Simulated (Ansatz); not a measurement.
WSi2: how the free axis answers a strain

WSi2, I4/mmm, a = 3.202 Å, c = 7.816 Å. Ansatz: PBEsol, PAW, 420 eV, Γ-centred 12×12×6 mesh on 6 atoms, Gaussian smearing 0.10 eV; no spin polarisation. Series: uniaxial strain along a, with b, c and atoms relaxed; x is the strain in per cent. y is the change of c in per cent of 7.816 Å.

| x (%) | y (%) |
| --- | --- |
| -4.5 | ? |
| -3.0 | 0.44 |
| -1.5 | 0.22 |
| 0.0 | 0.00 |
| 1.5 | -0.18 |
| 3.0 | -0.37 |
| 4.5 | -0.55 |

Task: Fit y = c1 x + c2 x² to the other rows, say what c1 measures, and predict the missing y.

Result: Least squares on the rows shown. y = −0.1360 x + 0.003394 x². So −c1 = 0.136 is Poisson's ratio for this pair of axes. Along b the same runs (not shown) give 0.27. At x = -4.5 the fit asked for gives 0.68 %. The run gave 0.68 %, the same to the digits shown.

Spin–orbit coupling is left out, which can shift energies with elements as heavy as these.